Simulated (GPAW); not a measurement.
Write an ASE script for GPAW 26.7.0 that does the following.

```
Task                : single point
Functional          : PBE
Potentials or basis : GPAW PAW data sets (gpaw-data 1.2.1)
Cutoff              : 800 eV
Basis               : pw
k mesh              : 13 × 13 × 13
Occupations         : gaussian, width 0.011 eV
Spin                : no spin polarisation
Maxiter             : 150
```

The structure of BN lies in BN.xyz:

```xyz
2
Lattice="0.0000000000 1.8130010000 1.8130010000 1.8130010000 0.0000000000 1.8130010000 1.8130010000 1.8130010000 0.0000000000" Properties=species:S:1:pos:R:3 pbc="T T T"
N      0.9065005000      0.9065005000      0.9065005000
B      0.0000000000      0.0000000000      0.0000000000
```

The cell is a database's computed one.

One way to write it, as run:

run.py

```python
from ase.dft.bandgap import bandgap
from ase.io import read, write
from ase.units import GPa
from gpaw import GPAW, PW

atoms = read('BN.xyz')

calc = GPAW(mode=PW(800),
            xc='PBE',
            kpts={'size': (13, 13, 13), 'gamma': True},
            occupations={'name': 'methfessel-paxton', 'order': 0, 'width': 0.011},
            nbands=11,
            convergence={'density': 1e-05, 'energy': 1e-05},
            maxiter=150,
            txt='gpaw.txt')
atoms.calc = calc
energy = atoms.get_potential_energy()
forces = atoms.get_forces()
stress = atoms.get_stress()
calc.write('gs.gpw')
write('result.traj', atoms)
print(f'Energy: {energy:.6f} eV')
print('Forces (eV/A):')
print(forces.round(4))
print('Stress (GPa):', (stress / GPa).round(3))
print('Fermi level:', round(calc.get_fermi_level(), 4), 'eV')
print(f'Gap: {bandgap(calc)[0]:.4f} eV, direct: {bandgap(calc, direct=True)[0]:.4f} eV')
```

Potentials or basis: GPAW PAW data sets (gpaw-data 1.2.1), pw.

Command:

```console
$ OMP_NUM_THREADS=1 python run.py
```

Results of the run:

| Item | Value |
| --- | --- |
| Pressure | -1.6 GPa |
| Band gap on the k mesh | 4.53 eV, indirect (least direct gap 8.79 eV) |

Caveat: an odd mesh through Γ misses points on the zone boundary, where band edges often lie.

Run time: 15 s on 1 thread of Arm Neoverse V1 (shared host), peak memory 0.14 GiB.
